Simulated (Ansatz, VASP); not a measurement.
Ir: VASP beside Ansatz

```
Ir
1.0
     0.01920    1.92930    1.92930
     1.92930    0.01920    1.92930
     1.92930    1.92930    0.01920
Ir
1
Direct
  0.00000 0.00000 0.00000
```

Change from the starting cell: equal xy, yz and zx shear strains of +1 %.

Alike in both runs: task single point; functional PBEsol; k mesh 15 × 15 × 15; occupations fermi-dirac, width 0.05 eV; no spin polarisation.

|  | VASP | Ansatz |
| --- | --- | --- |
| version | VASP 6.6.1 | Ansatz 0.2.0 |
| potentials or method | VASP PAW PBE potentials, release 64 (Ir), cutoff 520 eV | all-electron LAPW, scalar-relativistic |

VASP gave:

* pressure (GPa): -1.7
* largest component of the traceless stress (GPa): 2.80

Q: What did Ansatz give for the same quantities?

A: Pressure (GPa): -2.7; largest component of the traceless stress (GPa): 2.79.

Ansatz ran all-electron here, so the differences hold the error of VASP's frozen core and of both bases.

Caveats: the PAW data sets were made with another functional, which shifts forces and pressure a little (VASP). Spin-orbit coupling is left out, which matters for the levels of Ir.
